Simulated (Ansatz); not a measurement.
# SiNi2: from the listed structure to its properties, part 2 of 3

This session takes SiNi2 and sets out to find the equilibrium cell and compute bands, density of states and charges.

Ansatz 0.2.0; DFT r2SCAN, scalar-relativistic, plane waves, PAW. Earlier steps stand in the parts before.

### Step 3. Relaxing cell and atoms

File input.yaml:

```yaml
crystal:
  lattice:
    - [3.836, 0.0, 0.0]
    - [-1.918, 3.3220734489, 0.0]
    - [0.0, 0.0, 4.948]
  atoms:
    - { symbol: Si, position: [0.3333333333, 0.6666666667, 0.75] }
    - { symbol: Si, position: [0.6666666667, 0.3333333333, 0.25] }
    - { symbol: Ni, position: [0.0, 0.0, 0.0] }
    - { symbol: Ni, position: [0.0, 0.0, 0.5] }
    - { symbol: Ni, position: [0.3333333333, 0.6666666667, 0.25] }
    - { symbol: Ni, position: [0.6666666667, 0.3333333333, 0.75] }
basis:
  ecutwfc: 500
kpoints:
  mp_grid: { grid: [12, 12, 8] }
hamiltonian:
  xc: r2scan
scf:
  occupations: { method: gaussian, width: 0.1 }
output:
  forces: true
  stress: true
  eigenvalues: true
relax:
  adjacent_minimum: "off"
  f_tol: 0.005
  max_steps: 80
  cell: { stress_tol: 0.05 }
```

Run with:

```bash
> ansatz run input.yaml --threads 2 --pin off --max-ram 5120MiB --backend cpu --events-out ev --progress --plain --runs-dir out
```

Standard output:

```text
Warning: RAYON_NUM_THREADS=2 ignored (pool sized by the plan → 2); use --threads N
Engine: ansatz 0.2.0, aarch64-unknown-linux-gnu
Pseudopotentials: kind: paw
Pseudopotential: Si, paw, valence charge 4, recommended cutoff 500 eV (meta_gga), Si.paw.azcp
Pseudopotential: Ni, paw, valence charge 18, recommended cutoff 500 eV (meta_gga), Ni.paw.azcp
Functional definition: r2SCAN
  parameter k0 = 0.174
  parameter k1 = 0.065
  parameter a1 = 4.9479
  exchange = r2scan_x(k0 = k0, k1 = k1, a1 = a1)
  correlation = r2scan_c
Crystal: 6 atoms, lattice volume = 63.055 Å³
Basis set: ecut = 500 eV, 1585 PW (Γ), exchange–correlation on 120×120×160 points (64 copies of the dense FFT grid, shifted against one another)
Bands: 48, of which v1, the nominal top of the filled ones, is band 40 counted from 1 (39 counted from 0)
Symmetry: 24 space group operations
Space group: P63/mmc (ITA 194), of the structure as read, at distance tolerance 4.0e-5 Å
k-points: 95 of 1152
Non-local potential: Si, projectors of the file, l = 0: 2, l = 1: 2, l = 2: 2
Non-local potential: Ni, projectors of the file, l = 0: 3, l = 1: 2, l = 2: 3, l = 3: 1
PAW form: soft (Blöchl's): semilocal exchange-correlation on the pseudo side does not see the compensation charge
PAW frozen core: Si, regenerated for the run's functional (the file was generated under x = pbe(κ = 0.804, μ = 0.2195149727645171), c = pbe(β = 0.06672455060314922))
PAW frozen core: Ni, regenerated for the run's functional (the file was generated under x = pbe(κ = 0.804, μ = 0.2195149727645171), c = pbe(β = 0.06672455060314922))
PAW one-centre angular grid: Si, 302 points (default); XC on 160 Gauss nodes
PAW one-centre angular grid: Ni, 590 points (default); XC on 160 Gauss nodes
Initial density: superposition of atomic densities (neutral atoms: chi_scale 0, normalization atom), corrected by the library's trained network
Initial wavefunctions: pseudopotential atomic-orbital guess
Functional: x = r2scan, c = r2scan; τ floored in thin density (d = 2e-4 eV/Å³)
SCF iter   1: F=—  HF=-24661.946289 eV  |F-HF|=—  |Δ(HF+E_count)|=         —  Δρ=3.06e-2  dr2=4.73e-1  dr2_τ=2.19e-1  ethr=1.77e-3  ⟨swp⟩=5.5  Hψ=17062  notcnv=0  defer=6
preconditioner: auto → Kerker (q_TF=auto, 2.839 Å⁻¹)  [metal: Δε(μ)=0.005 eV  Ē_g=7.951 eV  σ=0.100 eV  W_gap=0.03  n_scr=22 (ndim 8)  ℏωp=32.4 eV  f_vac=0.000  D(μ)=3.08/eV (n_scr^D=22)]
SCF iter   2: F=—  HF=-24662.195309 eV  |F-HF|=—  |Δ(HF+E_count)|=   2.49e-1  Δρ=2.43e-2  dr2=2.47e-1  dr2_τ=3.38e-3  ethr=5.92e-4  ⟨swp⟩=3.0  Hψ=8801  notcnv=0  defer=218
SCF iter   3: F=—  HF=-24662.179564 eV  |F-HF|=—  |Δ(HF+E_count)|=   1.57e-2  Δρ=2.09e-2  dr2=2.11e-1  dr2_τ=7.22e-4  ethr=3.09e-4  ⟨swp⟩=2.5  Hψ=6626  notcnv=0  defer=218
SCF iter   4: F=—  HF=-24662.165012 eV  |F-HF|=—  |Δ(HF+E_count)|=   1.46e-2  Δρ=8.43e-3  dr2=3.84e-2  dr2_τ=2.22e-4  ethr=2.64e-4  ⟨swp⟩=2.0  Hψ=5511  notcnv=0  defer=218
SCF iter   5: F=—  HF=-24662.159568 eV  |F-HF|=—  |Δ(HF+E_count)|=   5.44e-3  Δρ=1.70e-3  dr2=1.43e-3  dr2_τ=3.41e-5  ethr=4.80e-5  ⟨swp⟩=2.1  Hψ=6881  notcnv=0  defer=218
SCF iter   6: F=—  HF=-24662.159924 eV  |F-HF|=—  |Δ(HF+E_count)|=   3.56e-4  Δρ=1.26e-3  dr2=5.73e-4  dr2_τ=4.90e-6  ethr=1.79e-6  ⟨swp⟩=2.0  Hψ=7787  notcnv=0  defer=218
SCF iter   7: F=—  HF=-24662.159915 eV  |F-HF|=—  |Δ(HF+E_count)|=   9.28e-6  Δρ=3.99e-4  dr2=8.17e-5  dr2_τ=5.11e-7  ethr=7.17e-7  ⟨swp⟩=2.0  Hψ=6659  notcnv=0  defer=218
SCF iter   8: F=—  HF=-24662.159904 eV  |F-HF|=—  |Δ(HF+E_count)|=   1.07e-5  Δρ=8.08e-5  dr2=3.75e-6  dr2_τ=2.14e-8  ethr=1.02e-7  ⟨swp⟩=2.6  Hψ=6601  notcnv=0  defer=218
SCF iter   9: F=—  HF=-24662.159904 eV  |F-HF|=—  |Δ(HF+E_count)|=   3.26e-7  Δρ=3.70e-5  dr2=6.95e-7  dr2_τ=1.88e-9  ethr=4.68e-9  ⟨swp⟩=1.5  Hψ=4774  notcnv=0  defer=218
SCF iter  10: F=—  HF=-24662.159904 eV  |F-HF|=—  |Δ(HF+E_count)|=   7.08e-8  Δρ=1.47e-5  dr2=1.01e-7  dr2_τ=4.03e-10  ethr=8.68e-10  ⟨swp⟩=2.3  Hψ=7380  notcnv=0  defer=218
SCF iter  11: F=-24662.159904 eV  HF=-24662.159904 eV  |F-HF|=1.16e-8  |Δ(HF+E_count)|=   4.41e-9  Δρ=5.59e-6  dr2=1.19e-8  dr2_τ=6.54e-11  ethr=1.25e-10  ⟨swp⟩=9.2  Hψ=19468  notcnv=0
SCF 1 converged in 11 iterations: F = -24662.159904 eV  dr2 = 1.19e-8
relax step   1: F+E_penalty+E_count = -24662.15990372 eV  Δ(F+E_penalty+E_count) = +0.000e0 eV  max|allowed force component| = 7.247e-17 eV/Å  Δτ_max = 0.0000 Å  P = +3.494 GPa  Ω = 63.055 Å³  (11 SCF iters, dr2 threshold 1.00e-7 eV, accepted)
Crystal: 6 atoms, lattice volume = 63.511 Å³
Initial density: handed on by an earlier stage of this run
Initial wavefunctions: those handed on with the density
iter 1 solved again at ethr=2.39e-6 eV; its pass at ethr=3.10e-3 eV (dr2=1.91e-3 eV) is discarded
SCF iter   1: F=—  HF=-24662.167470 eV  |F-HF|=—  |Δ(HF+E_count)|=         —  Δρ=1.79e-3  dr2=1.17e-3  dr2_τ=2.79e-3  ethr=2.39e-6  ⟨swp⟩=2.0  Hψ=19043  notcnv=0
preconditioner: auto → Kerker (q_TF=auto, 2.835 Å⁻¹)  [metal: Δε(μ)=0.016 eV  Ē_g=7.790 eV  σ=0.100 eV  W_gap=0.09  n_scr=22 (ndim 8)  ℏωp=32.3 eV  f_vac=0.001  D(μ)=3.34/eV (n_scr^D=22)]
SCF iter   2: F=—  HF=-24662.171230 eV  |F-HF|=—  |Δ(HF+E_count)|=   3.76e-3  Δρ=2.25e-3  dr2=2.11e-3  dr2_τ=1.44e-5  ethr=1.46e-6  ⟨swp⟩=2.0  Hψ=8320  notcnv=0
SCF iter   3: F=—  HF=-24662.171024 eV  |F-HF|=—  |Δ(HF+E_count)|=   2.07e-4  Δρ=6.38e-4  dr2=1.70e-4  dr2_τ=2.15e-6  ethr=1.46e-6  ⟨swp⟩=2.0  Hψ=5875  notcnv=0
SCF iter   4: F=—  HF=-24662.171009 eV  |F-HF|=—  |Δ(HF+E_count)|=   1.46e-5  Δρ=4.89e-4  dr2=9.44e-5  dr2_τ=1.14e-6  ethr=2.12e-7  ⟨swp⟩=2.0  Hψ=6149  notcnv=0
SCF iter   5: F=—  HF=-24662.171005 eV  |F-HF|=—  |Δ(HF+E_count)|=   4.13e-6  Δρ=1.54e-4  dr2=1.11e-5  dr2_τ=1.80e-7  ethr=1.18e-7  ⟨swp⟩=1.5  Hψ=5670  notcnv=0
SCF iter   6: F=—  HF=-24662.171004 eV  |F-HF|=—  |Δ(HF+E_count)|=   1.55e-6  Δρ=9.38e-5  dr2=4.22e-6  dr2_τ=2.01e-8  ethr=1.38e-8  ⟨swp⟩=2.0  Hψ=7004  notcnv=0
SCF iter   7: F=-24662.171003 eV  HF=-24662.171003 eV  |F-HF|=6.46e-9  |Δ(HF+E_count)|=   4.82e-7  Δρ=1.27e-5  dr2=7.47e-8  dr2_τ=2.10e-9  ethr=7.50e-10  ⟨swp⟩=4.0  Hψ=20150  notcnv=0
SCF 2 converged in 7 iterations: F = -24662.171003 eV  dr2 = 7.47e-8
relax step   2: F+E_penalty+E_count = -24662.17100322 eV  Δ(F+E_penalty+E_count) = -1.110e-2 eV  max|allowed force component| = 1.542e-16 eV/Å  Δτ_max = 0.0000 Å  P = +1.609 GPa  Ω = 63.511 Å³  energy of the carried Pulay correction = -3.666e-4 eV  (7 SCF iters, dr2 threshold 6.00e-7 eV, accepted)
Crystal: 6 atoms, lattice volume = 63.904 Å³
Basis set: ecut = 500 eV, 1595 PW (Γ), exchange–correlation on 120×120×160 points (64 copies of the dense FFT grid, shifted against one another)
iter 1 solved again at ethr=1.56e-6 eV; its pass at ethr=3.10e-3 eV (dr2=1.25e-3 eV) is discarded
SCF iter   1: F=—  HF=-24662.171877 eV  |F-HF|=—  |Δ(HF+E_count)|=         —  Δρ=1.85e-3  dr2=1.24e-3  dr2_τ=3.03e-3  ethr=1.56e-6  ⟨swp⟩=2.3  Hψ=22806  notcnv=0
preconditioner: auto → Kerker (q_TF=auto, 2.832 Å⁻¹)  [metal: Δε(μ)=0.009 eV  Ē_g=7.745 eV  σ=0.100 eV  W_gap=0.05  n_scr=22 (ndim 8)  ℏωp=32.2 eV  f_vac=0.001  D(μ)=3.35/eV (n_scr^D=22)]
SCF iter   2: F=—  HF=-24662.175495 eV  |F-HF|=—  |Δ(HF+E_count)|=   3.62e-3  Δρ=2.13e-3  dr2=1.85e-3  dr2_τ=1.49e-5  ethr=1.55e-6  ⟨swp⟩=2.0  Hψ=8358  notcnv=0
SCF iter   3: F=—  HF=-24662.175335 eV  |F-HF|=—  |Δ(HF+E_count)|=   1.60e-4  Δρ=9.75e-4  dr2=4.43e-4  dr2_τ=3.97e-6  ethr=1.55e-6  ⟨swp⟩=2.0  Hψ=5989  notcnv=0
SCF iter   4: F=—  HF=-24662.175319 eV  |F-HF|=—  |Δ(HF+E_count)|=   1.60e-5  Δρ=6.25e-4  dr2=1.51e-4  dr2_τ=1.74e-6  ethr=5.54e-7  ⟨swp⟩=2.2  Hψ=5794  notcnv=0
SCF iter   5: F=—  HF=-24662.175309 eV  |F-HF|=—  |Δ(HF+E_count)|=   9.80e-6  Δρ=2.61e-4  dr2=2.77e-5  dr2_τ=4.14e-7  ethr=1.88e-7  ⟨swp⟩=1.0  Hψ=4560  notcnv=0
SCF iter   6: F=—  HF=-24662.175306 eV  |F-HF|=—  |Δ(HF+E_count)|=   2.79e-6  Δρ=8.93e-5  dr2=4.00e-6  dr2_τ=3.52e-8  ethr=3.47e-8  ⟨swp⟩=1.5  Hψ=5473  notcnv=0
SCF iter   7: F=—  HF=-24662.175306 eV  |F-HF|=—  |Δ(HF+E_count)|=   2.67e-7  Δρ=5.84e-5  dr2=1.57e-6  dr2_τ=5.51e-9  ethr=5.00e-9  ⟨swp⟩=2.3  Hψ=7682  notcnv=0
SCF iter   8: F=-24662.175306 eV  HF=-24662.175306 eV  |F-HF|=8.34e-8  |Δ(HF+E_count)|=   7.80e-8  Δρ=1.87e-5  dr2=1.21e-7  dr2_τ=5.70e-10  ethr=7.50e-10  ⟨swp⟩=3.6  Hψ=17384  notcnv=0
SCF 3 converged in 8 iterations: F = -24662.175306 eV  dr2 = 1.21e-7
relax step   3: F+E_penalty+E_count = -24662.17530590 eV  Δ(F+E_penalty+E_count) = -4.303e-3 eV  max|allowed force component| = 1.457e-16 eV/Å  Δτ_max = 0.0000 Å  P = -0.027 GPa  Ω = 63.904 Å³  energy of the carried Pulay correction = -6.833e-4 eV  (8 SCF iters, dr2 threshold 6.00e-7 eV, accepted)
[... 9 lines left out ...]
relax step   4: F+E_penalty+E_count = -24662.17534788 eV  Δ(F+E_penalty+E_count) = -4.198e-5 eV  max|allowed force component| = 1.079e-16 eV/Å  Δτ_max = 0.0000 Å  P = -0.034 GPa  Ω = 63.898 Å³  energy of the carried Pulay correction = -6.801e-4 eV  (5 SCF iters, dr2 threshold 1.17e-7 eV, accepted)
[... 10 lines left out ...]
relax step   5: F+E_penalty+E_count = -24662.17535806 eV  Δ(F+E_penalty+E_count) = -1.018e-5 eV  max|allowed force component| = 2.907e-16 eV/Å  Δτ_max = 0.0000 Å  P = +0.001 GPa  Ω = 63.888 Å³  energy of the carried Pulay correction = -6.719e-4 eV  (6 SCF iters, dr2 threshold 9.34e-9 eV, accepted)
Basis set: ecut = 500 eV, 1595 PW (Γ), exchange–correlation on 120×120×144 points (64 copies of the dense FFT grid, shifted against one another)
Initial wavefunctions: pseudopotential atomic-orbital guess (no wavefunctions were taken with the density)
iter 1 solved again at ethr=1.80e-7 eV; its pass at ethr=3.10e-3 eV (dr2=1.44e-4 eV) is discarded
SCF iter   1: F=—  HF=-24662.176043 eV  |F-HF|=—  |Δ(HF+E_count)|=         —  Δρ=1.48e-4  dr2=4.72e-7  dr2_τ=6.14e-7  ethr=1.80e-7  ⟨swp⟩=3.7  Hψ=28792  notcnv=0
SCF iter   2: F=—  HF=-24662.176072 eV  |F-HF|=—  |Δ(HF+E_count)|=   2.86e-5  Δρ=1.07e-4  dr2=2.40e-6  dr2_τ=5.79e-7  ethr=5.91e-10  ⟨swp⟩=2.5  Hψ=8657  notcnv=0
SCF iter   3: F=—  HF=-24662.176082 eV  |F-HF|=—  |Δ(HF+E_count)|=   1.03e-5  Δρ=5.61e-5  dr2=8.52e-7  dr2_τ=7.46e-8  ethr=5.91e-10  ⟨swp⟩=2.0  Hψ=8379  notcnv=0
SCF iter   4: F=—  HF=-24662.176083 eV  |F-HF|=—  |Δ(HF+E_count)|=   8.71e-7  Δρ=2.52e-5  dr2=2.79e-7  dr2_τ=1.34e-9  ethr=5.91e-10  ⟨swp⟩=2.0  Hψ=7409  notcnv=0
SCF iter   5: F=—  HF=-24662.176083 eV  |F-HF|=—  |Δ(HF+E_count)|=   1.51e-8  Δρ=6.68e-6  dr2=1.43e-8  dr2_τ=2.31e-10  ethr=3.48e-10  ⟨swp⟩=1.3  Hψ=4645  notcnv=0
SCF iter   6: F=—  HF=-24662.176083 eV  |F-HF|=—  |Δ(HF+E_count)|=   2.95e-9  Δρ=4.40e-6  dr2=3.90e-9  dr2_τ=1.00e-9  ethr=1.79e-11  ⟨swp⟩=2.0  Hψ=8361  notcnv=0
SCF iter   7: F=—  HF=-24662.176083 eV  |F-HF|=—  |Δ(HF+E_count)|=   1.91e-8  Δρ=1.20e-6  dr2=5.45e-10  dr2_τ=1.83e-11  ethr=4.88e-12  ⟨swp⟩=2.0  Hψ=6529  notcnv=0
SCF iter   8: F=-24662.176083 eV  HF=-24662.176083 eV  |F-HF|=7.28e-12  |Δ(HF+E_count)|=  2.07e-10  Δρ=1.25e-7  dr2=7.40e-12  dr2_τ=4.96e-13  ethr=1.00e-12  ⟨swp⟩=4.0  Hψ=20599  notcnv=0
SCF 6 converged in 8 iterations: F = -24662.176083 eV  dr2 = 7.40e-12
relax step   6: F+E_penalty+E_count = -24662.17608333 eV  Δ(F+E_penalty+E_count) = -7.253e-4 eV  max|allowed force component| = 3.215e-16 eV/Å  Δτ_max = 0.0000 Å  P = +0.013 GPa  Ω = 63.888 Å³  stress off target by 1.66e-2 GPa  SCF on the basis re-selected at this cell (its energy is not comparable with the rows above)  (8 SCF iters)
basis re-selected at this cell: Δ(F+E_penalty+E_count) = -7.253e-4 eV, ΔP = +0.012 GPa vs the last step (what re-selecting the basis moved, of the pressure what is left beyond the Pulay correction that the steps carried, after the strain that the cell walked since its last selection, with what the two solves' SCF thresholds leave and, on support functions, any second-order correction that the steps lacked; it is no measure of the basis error at this ecutwfc). The dense FFT grid was sized anew with the basis: this SCF ran on 30×30×36 points, the steps before it on 30×30×40, so part of this shift can come from that change (see relax.cell in the input reference). This SCF's stress stands 1.66e-2 GPa from its target on what of the cell is left free (relax.cell.stress_tol is 5.00e-2 GPa) and its largest allowed force component is 3.22e-16 eV/Å (relax.f_tol is 5.00e-3 eV/Å): within both
SCF converged after 8 iterations
Free energy (F): -24662.176083 eV
Harris-Foulkes:  -24662.176083 eV  (|F-HF|=7.28e-12)
Internal energy: -24662.159317 eV  (E = F + TS)
E sigma→0 (E₀):  -24662.167700 eV
Entropy (-TS):   -0.016766 eV (-2.794 meV/atom)
Fermi energy:    17.560764 eV
--- Per-component energies (eV) ---
  E_band       = -1206.105323
  E_kinetic    = 1230.312755
  E_local      = -15827.232223  (includes V_loc(G=0)·N_el)
  E_nonlocal   = 2617.567075
  E_hartree    = 6789.845288
  E_xc         = -424.690267
  E_vxc        = -578.743920  (∫ρ·V_xc dr)
  E_paw        = -7626.435712  (= ΣΔE_a)
  E_vpaw       = -2267.742858  (= ΣTr[D̂ρ^β])
  E_aug_tail   = 0.000886  (compensation charges beyond the density's cutoff)
  E_vtau       = 40.042482  (kinetic-family band-sum trace: ∫τ·v_τ [+ j·A + Jᵃ·Aᵃ] dr)
  E_ewald      = -11420.173979
  E_core_change = -1.353140  (= ΣΔE_core)
  E_smearing   = -0.016766  (= −TS)
  E_closure    = 0.000000  (closes the sum)
  Σ components = -24662.176083   (vs F -24662.176083, Δ=0.00e0)
--- Forces (eV/Å), atoms counted from 1 ---
  atom   1  Si    -0.00000000    -0.00000000     0.00000000
  atom   2  Si     0.00000000     0.00000000    -0.00000000
  atom   3  Ni     0.00000000    -0.00000000     0.00000000
  atom   4  Ni     0.00000000     0.00000000     0.00000000
  atom   5  Ni    -0.00000000    -0.00000000     0.00000000
  atom   6  Ni     0.00000000     0.00000000    -0.00000000
  max |Σ_I F_I| component: 1.85e-17 eV/Å
--- Stress (GPa, compression-positive) ---
        0.016623       0.000000       0.000000
        0.000000       0.016623      -0.000000
        0.000000      -0.000000       0.006537
  P = ⅓ Tr σ = 0.0133 GPa (0.133 kbar)
--- Band table (eV; the first three rows and the last of 95) ---
  k-point 0: bands = ["-89.6491", "-89.6481", "-89.3876", "-89.3748", "-48.6400", "-48.6400", "-48.6359", "-48.6359", "-48.5069", "-48.5026", "-48.4017", "-48.3064", "-48.3064", "-48.2993", "-48.2993", "-48.2641", "4.1291", "8.9116", "10.6029", "12.1031", "12.1031", "13.3661", "13.3661", "13.4871", "13.5749", "13.5749", "14.1714", "14.1714", "15.4275", "15.4275", "15.6229", "16.1154", "16.1154", "16.1312", "16.1312", "16.2898", "16.9095", "16.9095", "17.6717", "20.4044", "20.4044", "20.5429", "20.5429", "20.6559", "21.1064", "22.1183", "22.1183", "23.7745"]
  k-point 1: bands = ["-89.6491", "-89.6482", "-89.3871", "-89.3753", "-48.6398", "-48.6398", "-48.6360", "-48.6360", "-48.5068", "-48.5028", "-48.3964", "-48.3061", "-48.3061", "-48.2996", "-48.2996", "-48.2693", "4.2297", "8.3747", "11.0751", "12.1247", "12.1247", "13.1736", "13.1736", "13.5032", "13.7436", "13.7436", "14.1690", "14.1690", "15.4897", "15.4897", "15.5893", "16.1160", "16.1160", "16.1248", "16.1248", "16.3197", "16.8583", "16.8583", "17.8410", "20.5129", "20.5129", "20.5699", "20.5699", "20.6554", "20.9516", "21.9868", "21.9868", "23.9272"]
  k-point 2: bands = ["-89.6490", "-89.6483", "-89.3858", "-89.3767", "-48.6394", "-48.6394", "-48.6365", "-48.6365", "-48.5066", "-48.5034", "-48.3813", "-48.3054", "-48.3054", "-48.3004", "-48.3004", "-48.2842", "4.5291", "7.4379", "11.8316", "12.1903", "12.1903", "12.9101", "12.9101", "13.5070", "13.9360", "13.9360", "14.1646", "14.1646", "15.5302", "15.6600", "15.6600", "16.1099", "16.1099", "16.1188", "16.1188", "16.2562", "16.7118", "16.7118", "18.4689", "20.6370", "20.6538", "20.6538", "20.6911", "20.8350", "20.8350", "21.6783", "21.6783", "24.1090"]
  k-point 94: bands = ["-89.6483", "-89.6483", "-89.3815", "-89.3815", "-48.6410", "-48.6410", "-48.6387", "-48.6387", "-48.5084", "-48.5084", "-48.3305", "-48.3305", "-48.3066", "-48.3066", "-48.2961", "-48.2961", "8.2490", "8.2490", "10.4135", "10.4135", "11.2953", "11.2953", "13.4543", "13.4543", "14.2347", "14.2347", "14.5926", "14.5926", "14.9220", "14.9220", "15.1661", "15.1661", "15.8142", "15.8142", "16.1300", "16.1300", "16.2257", "16.2257", "16.3397", "16.3397", "17.3487", "17.3487", "23.3663", "23.3663", "24.1464", "24.1464", "26.0226", "26.0226"]
--- Relaxed structure (5 steps of the walk, 5 accepted, 1 SCFs on fresh bases) ---
  F+E_penalty+E_count = -24662.17608333 eV   max|allowed force component| = 3.215e-16 eV/Å   (the final SCF, on the basis selected at the relaxed cell)
  cell:  # Å, volume = 63.8876 Å³
    - [3.8695454930117106, 1.9798941291012983e-33, -5.104414551589285e-34]
    - [-1.9347727465058553, 3.3511246980477214, -6.020985787232314e-34]
    - [-6.584109280846927e-34, -1.276918163558192e-33, 4.9268112943686555]
  atoms:
    - { symbol: Si, position: [0.3333333333333333, 0.6666666666666666, 0.75] }
    - { symbol: Si, position: [0.6666666666666666, 0.3333333333333333, 0.24999999999999997] }
    - { symbol: Ni, position: [-9.699242571215038e-35, -3.220762865934407e-35, 0.0] }
    - { symbol: Ni, position: [-4.976180902325624e-35, -2.979205650989326e-35, 0.49999999999999994] }
    - { symbol: Ni, position: [0.3333333333333333, 0.6666666666666666, 0.24999999999999997] }
    - { symbol: Ni, position: [0.6666666666666666, 0.3333333333333333, 0.75] }
```

Wall time 96 s (2 threads of Arm Neoverse V2, shared host); peak memory 0.7 GiB.

Relaxation path:

| step | energy from step 1 (eV/cell) | largest force component (eV/Å) | pressure (GPa) | volume (Å³) |
| --- | --- | --- | --- | --- |
| 1 | 0.0000 | 0.0000 | 3.49 | 63.05 |
| 2 | -0.0111 | 0.0000 | 1.61 | 63.51 |
| 3 | -0.0154 | 0.0000 | -0.03 | 63.90 |
| 4 | -0.0154 | 0.0000 | -0.03 | 63.90 |
| 5 | -0.0155 | 0.0000 | 0.00 | 63.89 |
| 6 | -0.0162 | 0.0000 | 0.01 | 63.89 |

Step 1 is the start. Step 6 repeats the geometry before it on a plane-wave basis chosen anew for that cell, so its energy need not be comparable with the rows above.

|  | before | after | change |
| --- | --- | --- | --- |
| a (Å) | 3.836 | 3.870 | +0.9 % |
| b (Å) | 3.836 | 3.870 | +0.9 % |
| c (Å) | 4.948 | 4.927 | -0.4 % |
| volume (Å³/atom) | 10.51 | 10.65 | +1.3 % |
| shortest distance (Å) | 2.215 | 2.234 | +0.9 % |
| space group (0.01 Å) | P6_3/mmc | P6_3/mmc | same |

The run keeps the 24 symmetry operations of the start, so it could not have lowered the symmetry.

### Step 4. Changed: xc pbe, ecutwfc left out

File input.yaml:

```yaml
crystal:
  lattice:
    - [3.869545493, 0.0, 0.0]
    - [-1.9347727465, 3.351124698, 0.0]
    - [0.0, 0.0, 4.9268112944]
  atoms:
    - { symbol: Si, position: [0.3333333333, 0.6666666667, 0.75] }
    - { symbol: Si, position: [0.6666666667, 0.3333333333, 0.25] }
    - { symbol: Ni, position: [0.0, 0.0, 0.0] }
    - { symbol: Ni, position: [0.0, 0.0, 0.5] }
    - { symbol: Ni, position: [0.3333333333, 0.6666666667, 0.25] }
    - { symbol: Ni, position: [0.6666666667, 0.3333333333, 0.75] }
kpoints:
  mp_grid: { grid: [12, 12, 8] }
hamiltonian:
  xc: pbe
scf:
  occupations: { method: gaussian, width: 0.1 }
output:
  forces: true
  eigenvalues: true
  stress: true
```

Run with:

```bash
> ansatz run input.yaml --threads 2 --pin off --max-ram 5120MiB --backend cpu --events-out ev --progress --plain --runs-dir out
```

Standard output, cut to the lines that bear on the results:

```text
Warning: RAYON_NUM_THREADS=2 ignored (pool sized by the plan → 2); use --threads N
[...]
[... 1 set-up line as earlier in the session ...]
Pseudopotential: Si, paw, valence charge 4, recommended cutoff 420 eV (normal), Si.paw.azcp
Pseudopotential: Ni, paw, valence charge 18, recommended cutoff 420 eV (normal), Ni.paw.azcp
Functional definition: PBE
[...]
Crystal: 6 atoms, lattice volume = 63.888 Å³
[...]
  atom   3  Ni     0.00000000     0.00000000     0.00000000
  atom   4  Ni    -0.00000000     0.00000000     0.00000000
  atom   5  Ni     0.00000000    -0.00000000     0.00000000
  atom   6  Ni     0.00000000     0.00000000     0.00000000
[...]
--- Stress (GPa, compression-positive) ---
        7.900761       0.000000       0.000000
        0.000000       7.900761       0.000000
        0.000000       0.000000       7.198579
  P = ⅓ Tr σ = 7.6667 GPa (76.667 kbar)
--- Band table (eV; the first three rows and the last of 95) ---
[...]
```

Wall time 5.9 s (2 threads of Arm Neoverse V2, shared host); peak memory 0.48 GiB.

| run | ending | energy change | pressure (GPa) | gap (eV) | force (eV/Å) | cycles | time |
| --- | --- | --- | --- | --- | --- | --- | --- |
| step 3 | converged | - | 0.0 | 0.00 | 0.00 | - | 96 s |
| variant | converged | not comparable | 7.7 | 0.00 | 0.00 | 7 | 5.9 s |

Total energies don't compare across a change of functional; the pressure goes from 0.0 to 7.7 GPa. The cutoff changed too.

[end of part 2 of 3]
